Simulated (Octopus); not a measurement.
# Ag (Fm-3m) in Octopus: further runs

The runs below take Ag through single point, with PBE.

Everything below comes from runs of Octopus 16.4. Logs are shortened: lines on timing, memory, paths and dates and some standing lists are left out, and cuts for length are marked.

## (1) The structure

It takes space group Fm-3m (No. 225, cubic). The conventional cell has a = 4.085 Å, b = 4.085 Å, c = 4.085 Å, α = 90.00°, β = 90.00°, γ = 90.00°. Ag (site symmetry m-3m) has 12 Ag at 2.89 Å as nearest neighbours.

## (2) Single point, PBE, 17.05 Å³/atom

inp

```
CalculationMode = gs
UnitsOutput = eV_Angstrom
PeriodicDimensions = 3
ExperimentalFeatures = yes
PseudopotentialSet = pseudodojo_pbe
%LatticeParameters
 1*angstrom | 1*angstrom | 1*angstrom
%
%LatticeVectors
 0 | 2.04275 | 2.04275
 2.04275 | 0 | 2.04275
 2.04275 | 2.04275 | 0
%
%ReducedCoordinates
 "Ag" | 0 | 0 | 0
%
%Spacing
 0.13131294*angstrom | 0.13131294*angstrom | 0.13131294*angstrom
%
DerivativesOrder = 8
%KPointsGrid
 11 | 11 | 11
%
KPointsUseSymmetries = yes
XCFunctional = gga_x_pbe + gga_c_pbe
SmearingFunction = fermi_dirac
Smearing = 0.05*eV
ExtraStates = 7
Eigensolver = chebyshev_filter
ConvRelDens = 1e-6
MaximumIter = 120
%Output
 density | cube
 elf | cube
 potential | cube
%
```

Potentials or basis: pseudodojo_pbe (PseudoDojo 0.5, PBE).

The run is started by

```console
$ OMP_NUM_THREADS=1 octopus > out.log
```

out.log:

```text
Running octopus

[... 13 lines left out ...]

Input: [AllElectronType = no]
Input: [PseudopotentialSet = pseudodojo_pbe]
Reading Coordinates from ReducedCoordinates block

****************************** Species *******************************
  Species 'Ag'
    type             : pseudopotential
    file             : 'Ag.upf'
    file format      : UPF2
    valence charge   : 19.0
    atomic number    :  47
    form on file     : kleinman-bylander
    lmax             : 2
    llocal           : -1
    projectors per l : 2
    total projectors : 6
    application form : kleinman-bylander
    orbitals         : 10
    bound orbitals   : 10

**********************************************************************

***************************** Symmetries *****************************
Space group No.  225
International: Fm-3m
Schoenflies: Oh^5
Info: The system has    48 symmorphic symmetries that can be used.
  Index                Rotation matrix                      Fractional translations
    1 :     1   0   0     0   1   0     0   0   1      0.000000    0.000000    0.000000
    2 :    -1   0   0     0  -1   0     0   0  -1      0.000000    0.000000    0.000000
    3 :     1   0  -1     1   0   0     1  -1   0      0.000000    0.000000    0.000000
    4 :    -1   0   1    -1   0   0    -1   1   0      0.000000    0.000000    0.000000
    5 :     0   1  -1     1   0  -1     0   0  -1      0.000000    0.000000    0.000000
    6 :     0  -1   1    -1   0   1     0   0   1      0.000000    0.000000    0.000000
[... 40 lines left out ...]
   47 :     0   1  -1    -1   1   0     0   1   0      0.000000    0.000000    0.000000
   48 :     0  -1   1     1  -1   0     0  -1   0      0.000000    0.000000    0.000000
Info: The system also has     0 nonsymmorphic symmetries (not used for electrons).
**********************************************************************

Input: [CurvMethod = curv_affine]
Input: [DerivativesStencil = stencil_stargeneral]

****************************** Lattice *******************************
  Lattice Vectors [A]
    0.000000    2.042750    2.042750
    2.042750    0.000000    2.042750
    2.042750    2.042750    0.000000
  Cell volume =            17.0481 [A^3]
  Reciprocal-Lattice Vectors [A^-1]
   -1.537923    1.537923    1.537923
    1.537923   -1.537923    1.537923
    1.537923    1.537923   -1.537923
  Cell angles [degree]
    alpha =   60.000
    beta  =   60.000
    gamma =   60.000
**********************************************************************

Checking if the generated full k-point grid is symmetric

    56 k-points generated from parameters :
 ---------------------------------------------------
    n =   11   11   11

    s1  =  0.50  0.50  0.50

   index |      weight  |             coordinates              |
       1 |     0.000751 |    0.000000    0.000000    0.000000  |
       2 |     0.006011 |    0.090909    0.000000    0.000000  |
       3 |     0.004508 |    0.090909    0.090909    0.000000  |
       4 |     0.009016 |   -0.090909    0.090909    0.000000  |
       5 |     0.018032 |   -0.090909    0.090909    0.090909  |
       6 |     0.006011 |    0.181818    0.000000    0.000000  |
[... 48 lines left out ...]
      55 |     0.004508 |    0.454545    0.454545    0.000000  |
      56 |     0.009016 |   -0.454545    0.454545    0.000000  |

Input: [SmearingFunction = fermi_dirac]
Input: [SymmetrizeDensity = yes]

******************************* States *******************************
Total electronic charge  =       19.000
Number of states         =       17
States block-size        =        4
**********************************************************************
[... 5 lines left out ...]
Simulation Box:
  Type = parallelepiped
  Lengths [A] = (   2.889,   2.889,   2.889)
Main mesh:
  Spacing [A] = ( 0.131, 0.131, 0.131)    volume/point [A^3] =      0.00160
  # inner mesh =      10648
  # total mesh =      42920
  Grid Cutoff [eV] =  2180.758472    Grid Cutoff [Ry] =   160.282805
**********************************************************************

[... 70 lines left out ...]
** Warning:
**   Cannot do LCAO for all states because there are not enough atomic orbitals.
**   Required: 17. Available: 10. 7 orbitals will be randomized.

Info: Unnormalized total charge =     18.998231
Info: Renormalized total charge =     19.000000

** Warning:
**   Symmetrization discrepancy ratio (scalar) =  1.81484E-05

Info: Setting up Hamiltonian.
Info: Performing initial LCAO calculation with     10 orbitals.
Info: Getting Hamiltonian matrix elements.

Eigenvalues [eV]
 #st  Spin   Eigenvalue      Occupation
#k =       1, k = (  0.000000,  0.000000,  0.000000)
   1   --   -84.141855       2.000000
   2   --   -47.611197       2.000000
   3   --   -47.611197       2.000000
   4   --   -47.610197       2.000000
   5   --    -1.097962       2.000000
   6   --     2.603385       2.000000
   7   --     2.603385       2.000000
   8   --     2.603842       2.000000
   9   --     3.695588       2.000000
  10   --     3.695588       2.000000
#k =       2, k = (  0.090909,  0.000000,  0.000000)
   1   --   -84.091265       2.000000
   2   --   -47.601276       2.000000
   3   --   -47.600393       2.000000
   4   --   -47.515113       2.000000
   5   --    -0.836563       2.000000
   6   --     2.903144       2.000000
   7   --     2.903630       2.000000
   8   --     3.127614       2.000000
   9   --     4.086775       2.000000
  10   --     4.086851       2.000000
[... 54 further k-points ...]
Fermi energy =    19.193490 eV
Generating random wavefunctions for states       11 and above
Orthogonalizing wavefunctions.
Info: Ground-state restart information will be written to 'restart/gs'.
Info: SCF using complex wavefunctions.
Info: Starting SCF iteration.

** Warning:
**   Symmetrization discrepancy ratio (scalar) =  4.74974E-02

*********************** SCF CYCLE ITER #    1 ************************
 etot  = -4.16480918E+03 abs_ev   =  8.75E+01 rel_ev   =  2.07E-01
 ediff =        1.53E+02 abs_dens =  7.94E-01 rel_dens =  4.18E-02
Matrix vector products: 1400
Converged eigenvectors: 0

#  State  KPoint  Eigenvalue [eV]  Occupation    Error
      1       1      -84.143327    2.000000   ( 1.7E-07)
      1       2      -84.141874    2.000000   ( 1.2E-05)
      1       3      -84.141390    2.000000   ( 2.6E-05)
      1       4      -84.139606    2.000000   ( 2.3E-05)
      1       5      -84.138307    2.000000   ( 3.3E-05)
      1       6      -84.137974    2.000000   ( 3.6E-05)
      1      10      -84.136195    2.000000   ( 4.3E-05)
      1       7      -84.135303    2.000000   ( 2.5E-05)
[... 23 lines left out ...]
     17      47       39.995577    0.000000   ( 1.6E-01)
     17      25       40.218959    0.000000   ( 1.6E-01)
     17      50       40.354734    0.000000   ( 1.9E-01)
     17      56       41.169084    0.000000   ( 1.5E-01)
     17      54       41.629451    0.000000   ( 1.6E-01)
     17      45       42.283256    0.000000   ( 1.7E-01)
     17      55       43.018588    0.000000   ( 1.7E-01)
     17      49       43.387819    0.000000   ( 1.9E-01)

Density of states:

--------------------%-------------------------------------------------
--------------------%-------------------------------------------------
--------------------%--------------------------%----------------------
--------------------%--------------------------%----------------------
--------------------%--------------------------%----------------------
--------------------%--------------------------%%---------------------
--------------------%-------------------------%%%---------------------
%-------------------%-------------------------%%%---------------------
%-------------------%-------------------------%%%-------%-%%--%%%-----
%-------------------%-------------------------%%%%%%%%%%%%%%%%%%%%%%--
                                                 ^

Fermi energy =     7.035477 eV

**********************************************************************

*********************** SCF CYCLE ITER #    2 ************************
 etot  = -4.20892826E+03 abs_ev   =  1.60E+01 rel_ev   =  3.66E-02
 ediff =        1.62E+00 abs_dens =  3.51E-01 rel_dens =  1.85E-02
Matrix vector products: 1400
Converged eigenvectors: 0
[... 103 lines left out ...]
*********************** SCF CYCLE ITER #   11 ************************
 etot  = -4.21827661E+03 abs_ev   =  4.91E-05 rel_ev   =  1.11E-07
 ediff =        3.70E-06 abs_dens =  6.28E-07 rel_dens =  3.31E-08
Matrix vector products: 1400
Converged eigenvectors: 42

#  State  KPoint  Eigenvalue [eV]  Occupation    Error
      1       1      -85.600828    2.000000   ( 1.0E-07)
      1       2      -85.599459    2.000000   ( 1.0E-07)
      1       3      -85.599003    2.000000   ( 7.4E-08)
      1       4      -85.597323    2.000000   ( 7.4E-08)
      1       5      -85.596100    2.000000   ( 7.4E-08)
      1       6      -85.595787    2.000000   ( 1.0E-07)
      1      10      -85.594111    2.000000   ( 7.3E-08)
      1       7      -85.593271    2.000000   ( 1.0E-07)
[... 23 lines left out ...]
     17      45       37.177374    0.000000   ( 6.9E-02)
     17      42       37.284952    0.000000   ( 7.2E-02)
     17      46       37.507023    0.000000   ( 5.5E-02)
     17      49       37.804866    0.000000   ( 4.6E-02)
     17      53       38.424639    0.000000   ( 2.0E-02)
     17      56       39.356861    0.000000   ( 1.3E-02)
     17      54       39.773556    0.000000   ( 8.9E-02)
     17      55       41.285661    0.000000   ( 9.0E-02)

Density of states:

--------------------%-------------------------------------------------
--------------------%---------------------------%---------------------
--------------------%---------------------------%---------------------
--------------------%--------------------------%%---------------------
--------------------%--------------------------%%---------------------
--------------------%--------------------------%%---------------------
--------------------%--------------------------%%---------------------
%-------------------%--------------------------%%---------------%-----
%-------------------%--------------------------%%-------%%%%%-%%%%----
%-------------------%--------------------------%%%%%%%%%%%%%%%%%%%%---
                                                  ^

Fermi energy =     6.655574 eV

**********************************************************************

Info: SCF converged in   11 iterations

** Warning:
**   Some of the states are not fully converged!

Info: Number of matrix-vector products:      15400
Info: Writing output to static/

Info: Finished writing information to 'restart/gs'.

Octopus emitted 16 warnings.
```

It took 6 min on 1 thread of Arm Neoverse N1, shared host; peak memory 0.76 GiB.

Results:

```
Free energy            : -4218.2794 eV
Band gap on the k mesh : none (metal or under the smearing width)
```

## (3) Single point, PBE, 17.05 Å³/atom

inp, as its differences from that of step 2:

```diff
@@ -4,3 +4,3 @@
 ExperimentalFeatures = yes
-PseudopotentialSet = pseudodojo_pbe
+PseudopotentialSet = sg15
 %LatticeParameters
@@ -28,5 +28,6 @@
 ExtraStates = 7
-Eigensolver = chebyshev_filter
+Eigensolver = rmmdiis
 ConvRelDens = 1e-6
 MaximumIter = 120
+SCFCalculateStress = yes
 %Output
```

Potentials or basis: sg15 (PBE).

The run is started by

```console
$ OMP_NUM_THREADS=1 octopus > out.log
```

Run time: 19 min. Hardware: 1 thread of Arm Neoverse N1, shared host; peak memory 0.74 GiB.

It converged, with:

```yaml
Free_energy: -3913.5721 eV
Pressure: 4.6 GPa
Band_gap_on_the_k_mesh: none (metal or under the smearing width)
```

## (4) Single point, PBE, 17.05 Å³/atom

inp, as its differences from that of step 3:

```diff
@@ -4,3 +4,3 @@
 ExperimentalFeatures = yes
-PseudopotentialSet = sg15
+PseudopotentialSet = pseudodojo_pbesol
 %LatticeParameters
@@ -28,6 +28,5 @@
 ExtraStates = 7
-Eigensolver = rmmdiis
+Eigensolver = chebyshev_filter
 ConvRelDens = 1e-6
 MaximumIter = 120
-SCFCalculateStress = yes
 %Output
```

Potentials or basis: pseudodojo_pbesol (PseudoDojo 0.4, PBEsol).

The run is started by

```console
$ OMP_NUM_THREADS=1 octopus > out.log
```

Run time: 6.6 min. Hardware: 1 thread of Arm Neoverse N1, shared host; peak memory 0.76 GiB.

It converged, with:

```
Free energy            : -4220.1099 eV
Band gap on the k mesh : none (metal or under the smearing width)
```

Caveat: the potentials were made for another functional, which shifts forces and pressure.

## (5) Single point, PBE, 17.05 Å³/atom

inp, as its differences from that of step 4:

```diff
@@ -4,3 +4,3 @@
 ExperimentalFeatures = yes
-PseudopotentialSet = pseudodojo_pbesol
+PseudopotentialSet = pseudodojo_lda
 %LatticeParameters
@@ -31,6 +31 @@
 MaximumIter = 120
-%Output
- density | cube
- elf | cube
- potential | cube
-%
```

Potentials or basis: pseudodojo_lda (PseudoDojo 0.4, LDA).

The run is started by

```console
$ OMP_NUM_THREADS=1 octopus > out.log
```

Run time: 7 min. Hardware: 1 thread of Arm Neoverse N1, shared host; peak memory 0.75 GiB.

Results (log left out):

| Property | Result |
| --- | --- |
| Free energy | -4223.5220 eV |
| Band gap on the k mesh | none (metal or under the smearing width) |

Caveat: the potentials were made for another functional, which shifts forces and pressure.

## (6) Single point, PBE, 17.05 Å³/atom

inp, as its differences from that of step 5:

```diff
@@ -4,3 +4,3 @@
 ExperimentalFeatures = yes
-PseudopotentialSet = pseudodojo_lda
+PseudopotentialSet = hgh_lda
 %LatticeParameters
@@ -31 +31,7 @@
 MaximumIter = 120
+SCFCalculateStress = yes
+%Output
+ density | cube
+ elf | cube
+ potential | cube
+%
```

Potentials or basis: hgh_lda (LDA).

The run is started by

```console
$ OMP_NUM_THREADS=1 octopus > out.log
```

Wall time 13 min (1 thread of Arm Neoverse N1, shared host); peak memory 0.61 GiB.

Results (log left out):

```yaml
Free_energy: -12.3874 eV
Pressure: -39.7 GPa
Band_gap_on_the_k_mesh: none (metal or under the smearing width)
```

Caveat: this is an older set of potentials, less accurate than current ones; a pressure of tens of GPa on the cell as given is suspect, and the run, the potentials or the cell itself is likely at fault; the potentials were made for another functional, which shifts forces and pressure.

## (7) Single point, PBE, 17.05 Å³/atom

inp, as its differences from that of step 6:

```diff
@@ -4,3 +4,3 @@
 ExperimentalFeatures = yes
-PseudopotentialSet = hgh_lda
+PseudopotentialSet = hgh_lda_sc
 %LatticeParameters
@@ -32,6 +32 @@
 SCFCalculateStress = yes
-%Output
- density | cube
- elf | cube
- potential | cube
-%
```

Potentials or basis: hgh_lda_sc (LDA, semicore).

The run is started by

```console
$ OMP_NUM_THREADS=1 octopus > out.log
```

Wall time 7.3 min (1 thread of Arm Neoverse N1, shared host); peak memory 0.63 GiB.

The run converged. Its results:

| Property | Result |
| --- | --- |
| Free energy | -1008.8427 eV |
| Pressure | 3.0 GPa |
| Band gap on the k mesh | none (metal or under the smearing width) |

Caveat: this is an older set of potentials, less accurate than current ones; the potentials were made for another functional, which shifts forces and pressure.

## (8) Single point, PBE, 17.05 Å³/atom

inp, as its differences from that of step 7:

```diff
@@ -4,3 +4,6 @@
 ExperimentalFeatures = yes
-PseudopotentialSet = hgh_lda_sc
+PseudopotentialSet = none
+%Species
+ "Ag" | species_pseudo | file | "Ag.upf"
+%
 %LatticeParameters
@@ -31,2 +34 @@
 MaximumIter = 120
-SCFCalculateStress = yes
```

Potentials or basis: PseudoDojo 0.5 stringent (PBE).

The run is started by

```console
$ OMP_NUM_THREADS=1 octopus > out.log
```

Run time: 6.8 min. Hardware: 1 thread of Arm Neoverse N1, shared host; peak memory 0.76 GiB.

The run converged. Its results:

```yaml
Free_energy: -4218.2794 eV
Band_gap_on_the_k_mesh: none (metal or under the smearing width)
```

## (9) Single point, PBE, 17.05 Å³/atom

inp, as its differences from that of step 8:

```diff
@@ -34 +34,6 @@
 MaximumIter = 120
+%Output
+ density | cube
+ elf | cube
+ potential | cube
+%
```

Potentials or basis: SPMS 1.0 (PBE).

The run is started by

```console
$ OMP_NUM_THREADS=1 octopus > out.log
```

Run time: 7.2 min. Hardware: 1 thread of Arm Neoverse N1, shared host; peak memory 0.77 GiB.

The run converged. Its results:

| Item | Value |
| --- | --- |
| Free energy | -4047.7042 eV |
| Band gap on the k mesh | none (metal or under the smearing width) |

## (10) Single point, PBE, 17.05 Å³/atom

inp is that of step 9.

Potentials or basis: in-house norm-conserving set, PBE, scalar relativistic.

The run is started by

```console
$ OMP_NUM_THREADS=1 octopus > out.log
```

It took 7.7 min on 1 thread of Arm Neoverse N1, shared host; peak memory 0.76 GiB.

It converged, with:

```
Free energy            : -4215.0102 eV
Band gap on the k mesh : none (metal or under the smearing width)
```
